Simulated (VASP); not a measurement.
# A vacancy on the Pt site in a supercell of ScPt, part 3 of 4

Aim: the formation energy and local structure of a vacancy on the Pt site in ScPt. The start is a cell from a database of measured crystal structures.

VASP 6.6.1, plane waves and PAW; the level of theory is named at each step.

So far. Step 2 (The host at zero pressure): The run ended after 3 ionic steps, 0.004 eV below its first step, once forces and stress met EDIFFG = -0.02. Step 3 (The perfect supercell): The host is treated as a metal, as its relaxation found a gap under 0.3 eV or none, and only the neutral defect is run.

## 4. Reference Pt

This step: PBEsol; plane waves and PAW (Pt) (VASP 6.6.1).

System of this step: Pt. Symmetry: Fm-3m, No. 225, cubic system. Conventional cell: a = 3.920 Å, b = 3.920 Å, c = 3.920 Å, α = 90.00°, β = 90.00°, γ = 90.00°. Nearest to Pt lie 12 Pt at 2.77 Å.

The reference for Pt is its crystal, relaxed at the cutoff of the large cell.

INCAR reads:

```
SYSTEM = Pt
PREC = Normal
ENCUT = 300
EDIFF = 1E-05
NELM = 120
ISMEAR = 1
SIGMA = 0.1
LREAL = Auto
ALGO = Fast
GGA = PS
NBANDS = 11
LORBIT = 11
LWAVE = .FALSE.
LCHARG = .FALSE.
KPAR = 4
IBRION = 2
NSW = 25
ISIF = 3
EDIFFG = -0.02
POTIM = 0.4
```

POSCAR reads:

```
Pt
1.0
    0.0000000000      1.9600000000      1.9600000000
    1.9600000000      0.0000000000      1.9600000000
    1.9600000000      1.9600000000      0.0000000000
Pt
1
Direct
    0.0000000000      0.0000000000      0.0000000000
```

KPOINTS reads:

```
Automatic mesh
0
Gamma
12 12 12
0 0 0
```

Potentials, in the order of the species: Pt (PBE family, release 64).

Started as:

```bash
> mpirun -np 4 vasp_std
```

Output:

```text
[banner, memory and clock lines left out]
running    4 mpi-ranks, on    1 nodes
 distrk:  each k-point on    1 cores,    4 groups
 distr:  one band on    1 cores,    1 groups

 POSCAR found type information on POSCAR Pt
 POSCAR found :  1 types and       1 ions
|                                                                             |
|               ----> ADVICE to this user running VASP <----                  |
|                                                                             |
|     You have a (more or less) 'small supercell' and for smaller cells       |
|     it is recommended to use the reciprocal-space projection scheme!        |
|     The real-space optimization is not efficient for small cells and it     |
|     is also less accurate ...                                               |
|     Therefore, set LREAL=.FALSE. in the INCAR file.                         |
|                                                                             |

 [... a notice as in an earlier step ...]

 LDA part: xc-table for (Slater+PW92), standard interpolation
 POSCAR, INCAR and KPOINTS ok, starting setup
 FFT: planning ... GRIDC
 FFT: planning ... GRID_SOFT
 FFT: planning ... GRID
 WAVECAR not read
 entering main loop
       N       E                     dE             d eps       ncg     rms          rms(c)
DAV:   1     0.191979539816E+02    0.19198E+02   -0.37620E+03  1904   0.512E+02
DAV:   2    -0.713986434578E+01   -0.26338E+02   -0.25492E+02  1845   0.126E+02
DAV:   3    -0.741459908202E+01   -0.27473E+00   -0.27450E+00  1838   0.119E+01
DAV:   4    -0.741564001107E+01   -0.10409E-02   -0.10409E-02  1812   0.855E-01
DAV:   5    -0.741564819161E+01   -0.81805E-05   -0.81795E-05  1851   0.695E-02    0.134E+01
RMM:   6    -0.701881043421E+01    0.39684E+00   -0.39247E-01  1584   0.525E+00    0.685E+00
RMM:   7    -0.697564430971E+01    0.43166E-01   -0.76389E-02  1584   0.247E+00    0.256E+00
RMM:   8    -0.697235306284E+01    0.32912E-02   -0.13242E-02  1584   0.940E-01    0.875E-01
RMM:   9    -0.697128906375E+01    0.10640E-02   -0.18691E-03  1584   0.356E-01    0.450E-02
RMM:  10    -0.697130754674E+01   -0.18483E-04   -0.18022E-04  1543   0.912E-02    0.375E-02
RMM:  11    -0.697130473272E+01    0.28140E-05   -0.12555E-05  1232   0.265E-02
   1 F= -.69713047E+01 E0= -.69705486E+01  d E =-.697130E+01
 curvature:   0.00 expect dE= 0.000E+00 dE for cont linesearch  0.000E+00
 trial: gam= 0.00000 g(F)=  0.235E-64 g(S)=  0.173E-02 ort = 0.000E+00 (trialstep = 0.100E+01)
 search vector abs. value=  0.173E-02
 bond charge predicted
       N       E                     dE             d eps       ncg     rms          rms(c)
DAV:   1    -0.698850759810E+01   -0.17200E-01   -0.35825E-01  1656   0.550E+00    0.965E-01
RMM:   2    -0.697103256600E+01    0.17475E-01   -0.18460E-02  1584   0.110E+00    0.355E-01
RMM:   3    -0.697024042352E+01    0.79214E-03   -0.17088E-03  1584   0.364E-01    0.197E-01
RMM:   4    -0.697033934470E+01   -0.98921E-04   -0.28883E-04  1574   0.135E-01    0.252E-02
RMM:   5    -0.697033313876E+01    0.62059E-05   -0.37231E-05  1444   0.475E-02
   2 F= -.69703331E+01 E0= -.69695393E+01  d E =0.971594E-03
 trial-energy change:    0.000972  1 .order    0.000885   -0.001735    0.003504
 step:   0.3098(harm=  0.3311)  dis= 0.00000  next Energy=    -6.971571 (dE=-0.266E-03)
 bond charge predicted
       N       E                     dE             d eps       ncg     rms          rms(c)
DAV:   1    -0.697986307165E+01   -0.95237E-02   -0.16779E-01  1692   0.380E+00    0.637E-01
RMM:   2    -0.697199085757E+01    0.78722E-02   -0.83849E-03  1584   0.743E-01    0.261E-01
RMM:   3    -0.697152033114E+01    0.47053E-03   -0.91060E-04  1584   0.265E-01    0.137E-01
RMM:   4    -0.697153895791E+01   -0.18627E-04   -0.10108E-04  1571   0.801E-02    0.833E-03
RMM:   5    -0.697153990759E+01   -0.94967E-06   -0.13579E-05  1192   0.265E-02
   3 F= -.69715399E+01 E0= -.69707726E+01  d E =-.235175E-03
 curvature:  -0.17 expect dE=-0.142E-07 dE for cont linesearch -0.142E-07
 trial: gam=-0.00698 g(F)=  0.147E-64 g(S)=  0.858E-07 ort = 0.122E-04 (trialstep = 0.862E+00)
 search vector abs. value=  0.104E-09
 reached required accuracy - stopping structural energy minimisation
```

It took 1.4 s on 4 MPI ranks of Intel Xeon 6975P-C (Granite Rapids), shared host; peak memory 0.38 GiB.

Parts of OUTCAR (step 4):

```text
  LATTYP: Found a face centered cubic cell.
 ALAT       =     3.9200000000

The static configuration has the point symmetry O_h .

 Found     72 irreducible k-points:

   k-points           NKPTS =     72   k-points in BZ     NKDIM =     72   number of bands    NBANDS=     11

   dimension x,y,z NGX =    12 NGY =   12 NGZ =   12
   dimension x,y,z NGXF=    24 NGYF=   24 NGZF=   24

   ENCUT  =  300.0 eV  22.05 Ry    4.70 a.u.   3.91  3.91  3.91*2*pi/ulx,y,z

   NELECT =      10.0000    total number of electrons

 E-fermi :  11.2395

 k-point     1 :       0.0000    0.0000    0.0000
  band No.  band energies     occupation
    ...
      2       7.3811      2.00000
      3       7.3811      2.00000
      4       7.3811      2.00000
      5       9.5895      2.00000
      6       9.5895      2.00000
      7      25.8152      0.00000
      8      30.8045      0.00000
      9      30.8045      0.00000
     10      30.8046      0.00000
     11      36.1248      0.00000

 k-point     2 :       0.0833    0.0000    0.0000
  band No.  band energies     occupation
    ...
      2       7.2577      2.00000
      3       7.4903      2.00000
      4       7.4903      2.00000
      5       9.5300      2.00000
      6       9.5300      2.00000
      7      26.2475      0.00000
      8      29.4685      0.00000
      9      31.2365      0.00000
     10      31.2365      0.00000
     11      37.5107      0.00000

  Total       -0.0008607     -0.0008607     -0.0008607      0.0000000      0.0000000     -0.0000000
  in kB       -0.0919717     -0.0919717     -0.0919717      0.0000000      0.0000000     -0.0000000
  external PRESSURE =      -0.0919717 kB  Pullay stress =       0.0000000 kB

  energy-cutoff  :      300.00
  volume of cell :       14.99
      direct lattice vectors                 reciprocal lattice vectors
     0.000000000  1.957131295  1.957131295    -0.255475962  0.255475962  0.255475962
     1.957131295  0.000000000  1.957131295     0.255475962 -0.255475962  0.255475962
     1.957131295  1.957131295  0.000000000     0.255475962  0.255475962 -0.255475962

 POSITION                                       TOTAL-FORCE (eV/Angst)
 -----------------------------------------------------------------------------------
      0.00000      0.00000      0.00000        -0.000000     -0.000000      0.000000
 -----------------------------------------------------------------------------------
    total drift:                               -0.000000      0.000000     -0.000000

  FREE ENERGIE OF THE ION-ELECTRON SYSTEM (eV)
  ---------------------------------------------------
  free  energy   TOTEN  =        -6.9715399076 eV

  energy  without entropy=       -6.9692379799  energy(sigma->0) =       -6.97077260

 total charge
# of ion       s       p       d       tot
------------------------------------------
    1        0.634   0.620   8.039   9.294

[... 2 parts as in an earlier step ...]

[... 7 further parts left out ...]
```

CONTCAR:

```
Pt
   1.00000000000000
     0.0000000000000000    1.9571312946144088    1.9571312946144088
     1.9571312946144088    0.0000000000000000    1.9571312946144088
     1.9571312946144088    1.9571312946144088    0.0000000000000000
  Pt
     1
Direct
     0.0000000000000000    0.0000000000000000    0.0000000000000000
```

Step by step:

```
step  energy less that of the first step (eV)  largest force (eV/Å)  pressure (GPa)  volume (Å³)
   1                                   0.0000                0.0000           -1.30        15.06
   2                                   0.0010                0.0000            2.67        14.85
   3                                  -0.0002                0.0000           -0.01        14.99
```

| conventional cell, symmetrised | before | after | change |
| --- | --- | --- | --- |
| a (Å) | 3.920 | 3.914 | -0.1 % |
| b (Å) | 3.920 | 3.914 | -0.1 % |
| c (Å) | 3.920 | 3.914 | -0.1 % |
| volume (Å³/atom) | 15.06 | 14.99 | -0.4 % |

The relaxed structure:

```
Pt
1.0
     0.00000    1.95713    1.95713
     1.95713    0.00000    1.95713
     1.95713    1.95713    0.00000
Pt
1
Direct
  0.00000 0.00000 0.00000
```

This step gave:

```yaml
electronic_cycles: 21
electrons: 10
free_energy_toten: -6.972 eV
energy_at_zero_smearing: -6.971 eV
fermi_energy: 11.24 eV
```

The run ended after 3 ionic steps, 0.000 eV below its first step, once forces and stress met EDIFFG = -0.02.

Energy at zero smearing: -6.97077 eV.

## 5. Reference Sc

This step: PBEsol; plane waves and PAW (Sc_sv) (VASP 6.6.1).

System of this step: Sc. It takes space group P6_3/mmc (No. 194, hexagonal). Conventional cell: a = 3.310 Å, b = 3.310 Å, c = 5.276 Å, α = 90.00°, β = 90.00°, γ = 120.00°. Sc has 12 Sc at 3.26 to 3.31 Å nearest.

Sc is not exchanged here; its energy serves the host's formation enthalpy.

Changes to INCAR since step 4:

```diff
@@ -1,2 +1,2 @@
-SYSTEM = Pt
+SYSTEM = Sc
 PREC = Normal
@@ -10,3 +10,3 @@
 GGA = PS
-NBANDS = 11
+NBANDS = 17
 LORBIT = 11
```

POSCAR reads:

```
Sc
1.0
    3.3100000000      0.0000000000      0.0000000000
   -1.6550000000      2.8665440865      0.0000000000
    0.0000000000      0.0000000000      5.2761400000
Sc
2
Direct
    0.0000000000      0.0000000000      0.0000000000
    0.3333333333      0.6666666667      0.5000000000
```

KPOINTS reads:

```
Automatic mesh
0
Gamma
9 9 5
0 0 0
```

PAW data sets: Sc_sv (PBE family, release 64).

Started as:

```bash
> mpirun -np 4 vasp_std
```

Output:

```text
[banner, memory and clock lines left out]
running    4 mpi-ranks, on    1 nodes
 distrk:  each k-point on    1 cores,    4 groups
 distr:  one band on    1 cores,    1 groups

 POSCAR found type information on POSCAR Sc
 POSCAR found :  1 types and       2 ions
 [... a notice as in an earlier step ...]

 [... a notice as in an earlier step ...]

 LDA part: xc-table for (Slater+PW92), standard interpolation
 POSCAR, INCAR and KPOINTS ok, starting setup
 FFT: planning ... GRIDC
 FFT: planning ... GRID_SOFT
 FFT: planning ... GRID
 WAVECAR not read
 entering main loop
       N       E                     dE             d eps       ncg     rms          rms(c)
DAV:   1     0.189624715786E+03    0.18962E+03   -0.85084E+03  1328   0.906E+02
DAV:   2    -0.775627323522E+01   -0.19738E+03   -0.19582E+03  1424   0.486E+02
DAV:   3    -0.146672699520E+02   -0.69110E+01   -0.66492E+01  1997   0.858E+01
DAV:   4    -0.147877980456E+02   -0.12053E+00   -0.12026E+00  1714   0.110E+01
DAV:   5    -0.147900674635E+02   -0.22694E-02   -0.22690E-02  2096   0.135E+00    0.773E+00
RMM:   6    -0.132857468380E+02    0.15043E+01   -0.20847E+00  1265   0.189E+01    0.268E+00
RMM:   7    -0.132007137404E+02    0.85033E-01   -0.39355E+00  1394   0.147E+01    0.150E+00
RMM:   8    -0.131703506295E+02    0.30363E-01   -0.25250E-01  1294   0.576E+00    0.524E-01
RMM:   9    -0.131786474108E+02   -0.82968E-02   -0.14254E-01  1432   0.219E+00    0.138E-01
RMM:  10    -0.131803219458E+02   -0.16745E-02   -0.23821E-02  1436   0.890E-01    0.655E-02
RMM:  11    -0.131807389494E+02   -0.41700E-03   -0.56706E-03  1386   0.520E-01    0.297E-02
RMM:  12    -0.131808895400E+02   -0.15059E-03   -0.16332E-03  1503   0.249E-01    0.102E-02
RMM:  13    -0.131809402471E+02   -0.50707E-04   -0.50645E-04  1259   0.129E-01    0.110E-02
RMM:  14    -0.131809423657E+02   -0.21186E-05   -0.97569E-05  1050   0.688E-02
   1 F= -.13180942E+02 E0= -.13180158E+02  d E =-.131809E+02
 curvature:   0.00 expect dE= 0.000E+00 dE for cont linesearch  0.000E+00
 trial: gam= 0.00000 g(F)=  0.532E-46 g(S)=  0.626E-01 ort = 0.000E+00 (trialstep = 0.100E+01)
 search vector abs. value=  0.626E-01
 bond charge predicted
       N       E                     dE             d eps       ncg     rms          rms(c)
DAV:   1    -0.139630281921E+02   -0.78209E+00   -0.21928E+01  1520   0.653E+01    0.598E+00
RMM:   2    -0.132524968492E+02    0.71053E+00   -0.13412E+00  1305   0.162E+01    0.218E+00
RMM:   3    -0.132188614492E+02    0.33635E-01   -0.13677E+00  1375   0.109E+01    0.100E+00
RMM:   4    -0.132147632680E+02    0.40982E-02   -0.74886E-02  1394   0.368E+00    0.309E-01
RMM:   5    -0.132164703905E+02   -0.17071E-02   -0.30223E-02  1476   0.139E+00    0.588E-02
RMM:   6    -0.132170668203E+02   -0.59643E-03   -0.64683E-03  1516   0.645E-01    0.640E-02
RMM:   7    -0.132171489033E+02   -0.82083E-04   -0.89892E-04  1439   0.193E-01    0.313E-02
RMM:   8    -0.132171170300E+02    0.31873E-04   -0.24362E-04  1257   0.208E-01    0.769E-03
RMM:   9    -0.132171253294E+02   -0.82994E-05   -0.88692E-05  1034   0.769E-02
   2 F= -.13217125E+02 E0= -.13216501E+02  d E =-.361830E-01
[...]
3 F= -.13217481E+02 E0= -.13216903E+02  d E =-.365384E-01
[...]
4 F= -.13217490E+02 E0= -.13216904E+02  d E =-.365480E-01
[...]
5 F= -.13218730E+02 E0= -.13218251E+02  d E =-.123960E-02
 trial-energy change:   -0.001240  1 .order   -0.001224   -0.001570   -0.000878
 step:   2.3160(harm=  2.3160)  dis= 0.00000  next Energy=   -13.219271 (dE=-0.178E-02)
 bond charge predicted
       N       E                     dE             d eps       ncg     rms          rms(c)
DAV:   1    -0.132230671130E+02   -0.43425E-02   -0.46747E-01  1254   0.133E+01    0.485E-01
RMM:   2    -0.132204702842E+02    0.25968E-02   -0.22100E-02  1363   0.242E+00    0.276E-01
RMM:   3    -0.132192110398E+02    0.12592E-02   -0.86447E-03  1365   0.947E-01    0.539E-02
RMM:   4    -0.132192543678E+02   -0.43328E-04   -0.70180E-04  1487   0.335E-01    0.274E-02
RMM:   5    -0.132192632197E+02   -0.88519E-05   -0.11077E-04  1071   0.107E-01    0.121E-02
RMM:   6    -0.132192643325E+02   -0.11128E-05   -0.22409E-05   859   0.726E-02
   6 F= -.13219264E+02 E0= -.13218882E+02  d E =-.177400E-02
 curvature:  -1.18 expect dE=-0.800E-05 dE for cont linesearch -0.547E-05
 trial: gam= 0.00000 g(F)=  0.264E-46 g(S)=  0.681E-05 ort =-0.852E-04 (trialstep = 0.128E+01)
 search vector abs. value=  0.681E-05
 reached required accuracy - stopping structural energy minimisation
```

Wall time 4.4 s (4 MPI ranks); peak memory 0.47 GiB.

Parts of OUTCAR (step 5):

```text
   k-points           NKPTS =     36   k-points in BZ     NKDIM =     36   number of bands    NBANDS=     17

   ENCUT  =  300.0 eV  22.05 Ry    4.70 a.u.   4.67  4.67  7.45*2*pi/ulx,y,z

   NELECT =      22.0000    total number of electrons

 E-fermi :   3.8721

 k-point     1 :       0.0000    0.0000    0.0000
  band No.  band energies     occupation
    ...
      6     -23.6958      2.00000
      7     -23.6958      2.00000
      8     -23.6623      2.00000
      9      -1.3633      2.00000
     10       2.1538      2.00000
     11       4.6239     -0.00000
     12       5.5053     -0.00000
     13       5.5053     -0.00000
     14       5.8041     -0.00000
     15       5.9932      0.00000
    ...

  Total       -0.0010843     -0.0010843      0.0187190      0.0000000      0.0000000     -0.0000000
  in kB       -0.0370067     -0.0370067      0.6388956      0.0000000      0.0000000     -0.0000000
  external PRESSURE =       0.1882940 kB  Pullay stress =       0.0000000 kB

 POSITION                                       TOTAL-FORCE (eV/Angst)
 -----------------------------------------------------------------------------------
     -0.00000      0.00000      0.00000        -0.000000      0.000000     -0.000000
     -0.00000      1.88677      2.53771         0.000000     -0.000000      0.000000
 -----------------------------------------------------------------------------------
    total drift:                                0.000001     -0.000000     -0.000000

  FREE ENERGIE OF THE ION-ELECTRON SYSTEM (eV)
  ---------------------------------------------------
  free  energy   TOTEN  =       -13.2192643325 eV

  energy  without entropy=      -13.2181159059  energy(sigma->0) =      -13.21888152

[... 1 part as in an earlier step ...]

[... 15 further parts left out ...]
```

The run keeps the 24 symmetry operations of its start, so it cannot find a distortion of lower symmetry.

Step by step:

| step | energy less that of the first step (eV) | largest force (eV/Å) | pressure (GPa) | volume (Å³) |
| --- | --- | --- | --- | --- |
| 1 | 0.0000 | 0.0000 | -3.25 | 50.06 |
| 2 | -0.0362 | 0.0000 | -0.32 | 47.18 |
| 3 | -0.0365 | 0.0000 | 0.21 | 46.82 |
| 4 | -0.0365 | 0.0000 | 0.09 | 46.88 |
| 5 | -0.0378 | 0.0000 | 0.08 | 46.91 |
| 6 | -0.0383 | 0.0000 | 0.02 | 46.94 |

| conventional cell, symmetrised | before | after | change |
| --- | --- | --- | --- |
| a (Å) | 3.310 | 3.268 | -1.3 % |
| b (Å) | 3.310 | 3.268 | -1.3 % |
| c (Å) | 5.276 | 5.075 | -3.8 % |
| volume (Å³/atom) | 25.03 | 23.47 | -6.2 % |

Final coordinates:

```xyz
2
Lattice="3.2680 0.0000 0.0000 -1.6340 2.8302 0.0000 0.0000 0.0000 5.0754" Properties=species:S:1:pos:R:3 pbc="T T T"
Sc    0.0000    0.0000    0.0000
Sc    0.0000    1.8868    2.5377
```

This step gave:

- electronic cycles: 44
- electrons: 22
- free energy (TOTEN): -13.22 eV
- energy at zero smearing: -13.22 eV
- Fermi energy: 3.872 eV

The run ended after 6 ionic steps, 0.038 eV below its first step, once forces and stress met EDIFFG = -0.02.

The edges of the cell as typed change unequally, by -3.8 to -1.3 %. In a metal that hangs on the k mesh, which was not refined here; the energy is less touched by it than the shape.

Energy at zero smearing: -13.21888 eV.

[end of part 3 of 4]

[Lines on the potential files, build, host, timing and source positions are cut from VASP's logs without a mark.]

[Logs are printed without paths, hosts, clocks, repeated set-up lines and the standing remarks that a program may print on its own settings, such as how far it seeks lower states.]

[Hosts, paths, dates, database ids (printed as entryN), source tags and the programs' standing remarks are cut or masked in the printed files.]

[In band tables of VASP the shares of atoms and orbitals are scaled to a sum of 1 inside the atoms' spheres.]

[Runs that stopped without an error message from VASP are left out.]
